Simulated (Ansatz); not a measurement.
Born–Oppenheimer molecular dynamics of a periodic cell of 24 atoms, BeTe (surface BeTe(110)). It starts from a partly relaxed structure (largest force component 0.06 eV/Å).

The calculation used Ansatz 0.2.0, DFT PBE, scalar-relativistic, plane waves, PAW. Settings: accuracy low, cutoff 420 eV, k mesh 2x2x1, fermi-dirac smearing 0.05 eV, no spin polarisation.

```yaml
ensemble: NVT, Nosé–Hoover chain
time_step: 1 fs
steps_asked: 300
set_temperature: 1200 K
thermostat: time constant 200 fs, chain length 1
atoms_held: 1, 4, 6, 7
seed: 669965
```

Frames 10 fs apart, positions in Å, forces in eV/Å.

Velocities at 140 fs (Å/ps):

```
Be 0.00 0.00 0.00
Te 2.03 3.82 -3.31
Be 8.76 0.86 -4.98
Te 0.00 0.00 0.00
Be 5.17 12.75 -4.32
Te 0.00 0.00 0.00
Be 0.00 0.00 0.00
Te -4.01 -2.34 -0.70
Be 12.82 -8.65 11.80
Te -5.18 3.75 3.09
Be 4.15 0.93 -5.89
Te 0.56 -1.68 -0.31
Be -5.92 -14.72 5.41
Te -0.40 1.85 0.96
Be 3.69 0.55 -2.57
Te 0.09 1.58 -0.76
Be 14.59 8.62 15.68
Te -1.17 2.61 0.39
Be -1.62 1.24 -11.89
Te 1.88 1.98 -0.66
Be 6.65 -16.10 -11.22
Te -2.58 3.87 1.27
Be -2.22 -4.30 -4.95
Te -1.34 1.85 -0.88
```

```xyz
24
Lattice="7.8347 0.0000 0.0000 0.0000 5.5400 0.0000 0.0000 0.0000 20.7934" Properties=species:S:1:pos:R:3:forces:R:3 time_fs=140 energy_less_start_eV=1.386 T=802
Be 0.000 0.000 1.000 -0.13 -0.55 1.13
Te -0.018 1.593 2.947 -1.13 -0.75 0.32
Be 5.731 2.860 3.168 0.83 0.81 -0.52
Te 1.959 4.155 1.000 -0.29 1.24 -1.79
Be 1.703 3.049 2.993 1.10 0.09 0.28
Te 5.876 4.155 1.000 0.04 0.78 -0.93
Be 3.917 0.000 1.000 0.13 -0.68 0.95
Te 3.811 1.702 2.693 -0.67 -0.82 1.06
Be 3.723 0.369 4.959 -0.09 -0.36 -0.80
Te 3.871 1.713 6.915 0.37 -0.37 0.44
Be 2.095 3.192 6.953 -0.68 -0.01 0.65
Te 5.684 4.506 4.971 0.57 0.34 -0.04
Be 5.770 3.158 6.875 0.43 -0.08 0.67
Te 1.840 4.329 4.990 -0.17 1.52 -0.24
Be -0.105 0.448 5.276 0.11 -1.11 -1.39
Te 0.079 1.869 7.072 -0.90 -0.09 0.81
Be -0.117 0.481 9.252 -0.31 -0.17 -0.44
Te -0.082 1.678 11.396 0.22 0.33 -0.43
Be 5.804 2.809 10.659 -0.08 -0.16 -0.08
Te 1.858 4.590 9.010 -0.69 -0.04 -0.36
Be 1.893 2.887 10.547 -0.53 -0.49 0.42
Te 5.647 4.479 9.008 1.14 0.39 -0.17
Be 3.755 0.349 8.982 0.41 0.74 0.41
Te 3.780 1.737 11.150 0.31 -0.56 0.05
24
Lattice="7.8347 0.0000 0.0000 0.0000 5.5400 0.0000 0.0000 0.0000 20.7934" Properties=species:S:1:pos:R:3:forces:R:3 time_fs=150 energy_less_start_eV=1.656 T=724
Be 0.000 0.000 1.000 -0.11 -0.47 1.11
Te -0.001 1.629 2.915 -0.34 -0.53 0.37
Be 5.843 2.905 3.090 -0.38 0.37 -0.32
Te 1.959 4.155 1.000 -0.23 1.48 -2.40
Be 1.802 3.162 2.974 0.35 -0.94 0.71
Te 5.876 4.155 1.000 0.07 0.89 -1.14
Be 3.917 0.000 1.000 0.06 -0.62 0.93
Te 3.769 1.676 2.690 0.42 -0.33 1.26
Be 3.833 0.273 5.031 -0.91 0.36 -0.83
Te 3.820 1.748 6.947 0.51 -1.09 0.12
Be 2.089 3.205 6.933 -1.09 0.24 0.77
Te 5.692 4.490 4.968 1.22 -0.42 0.36
Be 5.742 3.025 6.955 0.78 0.89 0.13
Te 1.836 4.354 4.998 0.16 1.49 -0.36
Be -0.065 0.401 5.184 -0.07 -0.49 -0.70
Te 0.077 1.885 7.067 -0.84 -0.64 0.53
Be 0.005 0.552 9.372 -0.64 -0.49 -1.14
Te -0.093 1.706 11.399 0.08 0.48 -0.04
Be 5.783 2.809 10.542 -0.07 -0.32 0.31
Te 1.874 4.609 9.002 -0.75 -0.70 -0.06
Be 1.918 2.719 10.449 -1.12 0.62 -0.01
Te 5.626 4.520 9.020 1.55 0.36 -0.45
Be 3.756 0.350 8.957 0.30 0.83 0.55
Te 3.769 1.753 11.142 1.05 -0.97 0.29
24
Lattice="7.8347 0.0000 0.0000 0.0000 5.5400 0.0000 0.0000 0.0000 20.7934" Properties=species:S:1:pos:R:3:forces:R:3 time_fs=160 energy_less_start_eV=1.695 T=734
Be 0.000 0.000 1.000 -0.01 -0.39 1.13
Te 0.013 1.662 2.885 0.02 -0.50 0.30
Be 5.921 2.989 2.983 -0.91 -0.17 0.49
Te 1.959 4.155 1.000 -0.23 1.31 -2.20
Be 1.941 3.186 3.022 -0.30 -1.01 0.27
Te 5.876 4.155 1.000 0.04 1.21 -1.72
Be 3.917 0.000 1.000 -0.09 -0.60 0.86
Te 3.730 1.647 2.697 1.29 -0.18 1.24
Be 3.853 0.212 5.017 -0.99 0.92 -0.50
Te 3.773 1.776 6.981 0.60 -0.84 -0.30
Be 1.976 3.243 6.992 -0.39 0.22 0.38
Te 5.710 4.470 4.968 1.34 -0.71 0.36
Be 5.788 2.978 7.053 0.17 1.07 -0.21
Te 1.833 4.390 5.004 0.52 0.91 -0.15
Be -0.034 0.302 5.015 -0.48 0.38 -0.01
Te 0.068 1.895 7.067 -0.85 -1.30 0.18
Be 0.062 0.575 9.378 -0.81 -0.49 -1.11
Te -0.104 1.738 11.401 -0.23 0.29 -0.01
Be 5.756 2.778 10.454 0.06 -0.18 0.43
Te 1.885 4.623 8.994 -0.50 -0.65 0.22
Be 1.836 2.606 10.354 -0.47 0.91 0.02
Te 5.616 4.564 9.029 1.73 0.23 -0.46
Be 3.786 0.435 8.991 -0.13 0.39 0.49
Te 3.764 1.762 11.135 0.63 -0.79 0.28
24
Lattice="7.8347 0.0000 0.0000 0.0000 5.5400 0.0000 0.0000 0.0000 20.7934" Properties=species:S:1:pos:R:3:forces:R:3 time_fs=170 energy_less_start_eV=1.717 T=753
Be 0.000 0.000 1.000 0.10 -0.36 1.16
Te 0.028 1.691 2.857 -0.22 -0.44 0.16
Be 5.911 3.057 2.927 -0.68 -0.75 1.24
Te 1.959 4.155 1.000 -0.15 0.97 -1.57
Be 2.049 3.110 3.100 -1.08 -0.08 -0.32
Te 5.876 4.155 1.000 -0.05 1.53 -2.29
Be 3.917 0.000 1.000 -0.22 -0.69 0.76
Te 3.700 1.616 2.713 2.06 -0.39 1.08
Be 3.778 0.242 4.949 0.05 0.70 -0.13
Te 3.729 1.799 7.014 0.70 -0.20 -0.50
Be 1.823 3.304 7.090 0.71 0.06 -0.42
Te 5.738 4.445 4.971 0.47 -0.24 0.27
Be 5.853 3.042 7.131 -0.64 0.72 -0.44
Te 1.833 4.434 5.009 0.43 0.18 0.09
Be -0.052 0.236 4.836 -0.59 0.62 0.26
Te 0.052 1.896 7.067 -1.08 -1.60 0.00
Be 0.033 0.547 9.271 -0.85 -0.22 -0.41
Te -0.117 1.772 11.403 -0.49 -0.14 -0.31
Be 5.735 2.729 10.409 0.27 0.22 0.32
Te 1.892 4.633 8.987 -0.33 -0.10 0.66
Be 1.704 2.586 10.260 0.56 0.72 0.27
Te 5.619 4.610 9.034 1.61 0.12 -0.24
Be 3.805 0.563 9.073 -0.26 -0.29 -0.01
Te 3.764 1.765 11.130 -0.32 -0.32 0.36
24
Lattice="7.8347 0.0000 0.0000 0.0000 5.5400 0.0000 0.0000 0.0000 20.7934" Properties=species:S:1:pos:R:3:forces:R:3 time_fs=180 energy_less_start_eV=1.869 T=723
Be 0.000 0.000 1.000 0.14 -0.39 1.15
Te 0.041 1.717 2.829 -0.76 -0.41 -0.03
Be 5.827 3.051 2.991 -0.28 -0.69 0.58
Te 1.959 4.155 1.000 -0.07 0.81 -1.26
Be 2.048 3.023 3.151 -1.25 0.77 -0.35
Te 5.876 4.155 1.000 -0.12 1.30 -1.83
Be 3.917 0.000 1.000 -0.22 -0.83 0.66
Te 3.684 1.581 2.738 2.31 -0.24 0.74
Be 3.702 0.345 4.867 0.71 0.12 0.42
Te 3.689 1.820 7.043 0.80 0.20 -0.61
Be 1.735 3.370 7.146 1.00 -0.39 -1.02
Te 5.770 4.417 4.975 -0.44 0.33 0.24
Be 5.858 3.181 7.163 -0.60 -0.05 -0.59
Te 1.836 4.479 5.015 -0.03 -0.10 0.00
Be -0.128 0.231 4.683 0.02 0.27 0.59
Te 0.028 1.885 7.068 -1.37 -1.13 -0.25
Be -0.082 0.494 9.116 -0.31 -0.04 0.28
Te -0.133 1.806 11.403 -0.41 -0.35 -0.55
Be 5.742 2.701 10.398 0.29 0.46 0.22
Te 1.897 4.643 8.986 -0.46 0.67 1.00
Be 1.623 2.641 10.194 0.80 0.27 0.58
Te 5.634 4.659 9.038 1.12 0.05 0.01
Be 3.799 0.662 9.154 -0.16 -0.88 -0.79
Te 3.763 1.766 11.129 -0.71 0.25 0.81
24
Lattice="7.8347 0.0000 0.0000 0.0000 5.5400 0.0000 0.0000 0.0000 20.7934" Properties=species:S:1:pos:R:3:forces:R:3 time_fs=190 energy_less_start_eV=2.016 T=695
Be 0.000 0.000 1.000 0.10 -0.44 1.09
Te 0.048 1.741 2.801 -1.56 -0.67 -0.19
Be 5.711 2.972 3.114 0.17 -0.31 -0.57
Te 1.959 4.155 1.000 -0.06 0.79 -1.20
Be 1.926 3.009 3.165 0.06 0.82 -0.29
Te 5.876 4.155 1.000 -0.22 0.96 -1.07
Be 3.917 0.000 1.000 -0.11 -0.95 0.62
Te 3.686 1.544 2.768 1.48 0.67 0.34
Be 3.694 0.462 4.831 0.58 -0.62 1.09
Te 3.656 1.843 7.068 1.02 0.36 -0.89
Be 1.747 3.397 7.103 0.57 -0.62 -0.57
Te 5.799 4.392 4.982 -0.95 0.79 0.13
Be 5.801 3.317 7.136 -0.21 -0.82 -0.34
Te 1.840 4.526 5.021 -0.20 0.04 -0.32
Be -0.203 0.257 4.591 0.62 0.01 0.96
Te -0.007 1.866 7.067 -1.39 -0.31 -0.56
Be -0.227 0.437 8.985 0.86 0.33 0.66
Te -0.153 1.839 11.399 -0.03 -0.35 -0.65
Be 5.776 2.721 10.410 -0.09 0.45 0.19
Te 1.898 4.657 8.991 -0.80 0.89 0.55
Be 1.622 2.725 10.191 0.62 -0.29 0.96
Te 5.658 4.708 9.042 0.19 -0.41 0.11
Be 3.775 0.674 9.159 -0.07 -0.83 -0.71
Te 3.756 1.769 11.133 -0.55 0.52 0.68
24
Lattice="7.8347 0.0000 0.0000 0.0000 5.5400 0.0000 0.0000 0.0000 20.7934" Properties=species:S:1:pos:R:3:forces:R:3 time_fs=200 energy_less_start_eV=2.096 T=694
Be 0.000 0.000 1.000 0.04 -0.48 1.03
Te 0.044 1.760 2.771 -2.06 -1.11 -0.03
Be 5.612 2.860 3.187 0.73 0.27 -0.86
Te 1.959 4.155 1.000 -0.04 0.84 -1.31
Be 1.806 3.082 3.149 1.15 0.61 -0.14
Te 5.876 4.155 1.000 -0.30 0.85 -0.77
Be 3.917 0.000 1.000 0.02 -0.98 0.64
Te 3.698 1.512 2.803 0.44 0.97 0.28
Be 3.747 0.519 4.904 0.32 -0.85 0.92
Te 3.629 1.870 7.087 1.42 0.14 -1.10
Be 1.817 3.362 7.003 -0.27 -0.33 0.42
Te 5.822 4.372 4.989 -1.06 0.99 -0.34
Be 5.719 3.373 7.076 0.10 -1.07 0.40
Te 1.842 4.574 5.024 -0.09 0.13 -0.52
Be -0.217 0.287 4.598 0.70 0.12 1.01
Te -0.053 1.843 7.061 -1.12 0.23 -0.86
Be -0.284 0.415 8.921 1.69 0.73 0.76
Te -0.173 1.869 11.389 0.31 -0.36 -0.59
Be 5.801 2.788 10.444 -0.53 0.33 0.14
Te 1.893 4.678 9.000 -1.13 0.20 -0.11
Be 1.688 2.784 10.287 0.37 -0.30 0.88
Te 5.684 4.755 9.046 -0.60 -1.12 -0.06
Be 3.743 0.603 9.095 0.08 -0.16 0.15
Te 3.744 1.776 11.142 -0.15 0.33 0.07
24
Lattice="7.8347 0.0000 0.0000 0.0000 5.5400 0.0000 0.0000 0.0000 20.7934" Properties=species:S:1:pos:R:3:forces:R:3 time_fs=210 energy_less_start_eV=1.743 T=865
Be 0.000 0.000 1.000 -0.03 -0.48 1.01
Te 0.024 1.771 2.740 -1.45 -1.01 0.55
Be 5.588 2.775 3.173 1.07 0.79 -0.65
Te 1.959 4.155 1.000 0.05 0.99 -1.67
Be 1.792 3.216 3.117 0.81 -0.29 0.00
Te 5.876 4.155 1.000 -0.33 0.84 -0.78
Be 3.917 0.000 1.000 0.10 -0.91 0.71
Te 3.714 1.485 2.840 -0.16 0.75 0.62
Be 3.837 0.489 5.069 0.10 -0.63 -0.14
Te 3.612 1.897 7.099 1.81 -0.46 -0.77
Be 1.859 3.295 6.938 -1.18 0.33 0.64
Te 5.838 4.359 4.994 -0.87 0.93 -0.44
Be 5.646 3.320 7.053 0.39 -0.64 0.66
Te 1.844 4.623 5.024 0.25 -0.07 -0.17
Be -0.161 0.332 4.710 0.20 0.35 0.65
Te -0.109 1.822 7.049 -0.68 0.45 -1.00
Be -0.178 0.463 8.937 0.74 0.38 0.90
Te -0.192 1.897 11.375 0.41 -0.34 -0.57
Be 5.773 2.892 10.493 -0.49 0.13 0.13
Te 1.879 4.701 9.010 -1.11 -0.87 -0.11
Be 1.791 2.818 10.474 -0.36 0.32 0.16
Te 5.706 4.795 9.051 -0.12 -1.08 -0.30
Be 3.720 0.514 9.040 0.32 0.57 0.54
Te 3.732 1.785 11.152 0.52 -0.07 0.03
24
Lattice="7.8347 0.0000 0.0000 0.0000 5.5400 0.0000 0.0000 0.0000 20.7934" Properties=species:S:1:pos:R:3:forces:R:3 time_fs=220 energy_less_start_eV=1.542 T=987
Be 0.000 0.000 1.000 -0.07 -0.48 1.03
Te -0.006 1.775 2.712 -0.38 -0.78 1.06
Be 5.670 2.768 3.089 0.36 0.73 -0.36
Te 1.959 4.155 1.000 0.13 1.15 -2.15
Be 1.865 3.323 3.087 0.21 -1.15 0.34
Te 5.876 4.155 1.000 -0.33 0.89 -0.96
Be 3.917 0.000 1.000 0.08 -0.75 0.82
Te 3.730 1.464 2.883 0.07 0.89 0.74
Be 3.939 0.392 5.227 -0.20 -0.26 -0.83
Te 3.609 1.922 7.104 1.31 -0.75 -0.36
Be 1.785 3.258 6.936 -0.97 0.58 0.34
Te 5.847 4.352 4.997 -0.42 0.67 0.03
Be 5.614 3.201 7.094 0.62 0.27 0.18
Te 1.848 4.673 5.022 0.60 -0.48 0.32
Be -0.084 0.414 4.893 -0.51 0.30 -0.05
Te -0.171 1.803 7.029 -0.22 0.33 -0.43
Be 0.005 0.557 9.049 -0.79 0.36 0.67
Te -0.208 1.923 11.356 0.30 -0.22 -0.54
Be 5.696 3.011 10.559 -0.07 -0.13 0.12
Te 1.857 4.718 9.019 -0.41 -1.48 0.16
Be 1.855 2.887 10.684 -1.13 0.77 -0.50
Te 5.729 4.828 9.053 0.53 -0.85 -0.31
Be 3.728 0.480 9.038 0.24 0.83 0.39
Te 3.723 1.793 11.163 1.05 -0.41 0.29
```

Of the whole run (300 fs, mean temperature of the second half 774 K): The conserved energy stayed within 0.13 meV per atom of its start (net change 0.11 meV per atom), so the integration is sound. The mean temperature of the second half is 35 % below the set value. A run of 0.3 ps of so small a system gives no equilibrium averages. Limits of this set-up: coarse k mesh, slab without dipole correction, low accuracy level.

Run time: 9.4 min on 4 threads of Intel(R) Xeon(R) 6975P-C (Granite Rapids) (shared host), peak memory 2.8 GiB.
